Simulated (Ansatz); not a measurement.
Level of theory: DFT PBE, scalar-relativistic, plane waves, PAW in Ansatz 0.2.0. Settings: cutoff 420 eV, Γ-centred meshes spaced at most about 0.3 Å⁻¹, and about 0.25 Å⁻¹ or finer for metals (2π included), Gaussian smearing. No spin polarisation.

These are static total energies at zero pressure.

Two forms of Ti5C were relaxed alike.

1.

Space group P6/mmm (No. 191). a = 4.791 Å, b = 4.791 Å, c = 7.379 Å, α = 90.00°, β = 90.00°, γ = 120.00°
```json
{"atom": "Ti", "site": "2e", "symmetry": "6mm", "x": "0.0000", "y": "0.0000", "z": "0.2586"}
{"atom": "Ti", "site": "3f", "symmetry": "mmm", "x": "0.5000", "y": "0.0000", "z": "0.0000"}
{"atom": "C", "site": "1a", "symmetry": "6/mmm", "x": "0.0000", "y": "0.0000", "z": "0.0000"}
```

2.

Space group P-62m (No. 189). a = 5.423 Å, b = 5.423 Å, c = 3.534 Å, α = 90.00°, β = 90.00°, γ = 120.00°
| atom | site | symmetry | x | y | z |
| --- | --- | --- | --- | --- | --- |
| Ti | 3f | m2m | 0.0000 | 0.2767 | 0.0000 |
| Ti | 2d | -6.. | 0.6667 | 0.3333 | 0.5000 |
| C | 1b | -62m | 0.0000 | 0.0000 | 0.5000 |

Question: Which form is favoured at zero pressure, and by what margin per atom?

Answer: Cell 2 is lower, by 0.65 eV/atom. Cell 1 has space group P6/mmm (No. 191), 24.4 Å³/atom and no gap on its mesh; cell 2 has space group P-62m (No. 189), 15.0 Å³/atom and no gap. Counting Ti atoms around C (those within 1.25 times the shortest such distance or 1.15 times the sum of covalent radii, 1.27 where that leaves under three; a plus sign parts nearer from farther groups), cell 1 has C 2+6 and cell 2 has C 6. The denser one is the lower, and pressure would at first widen the difference. Even the lower one lies +0.31 eV/atom against the reference forms of the elements (uncorrected), so neither is stable at this level. Both come from invented guesses.

Cells relaxed within their symmetry can be saddle points.
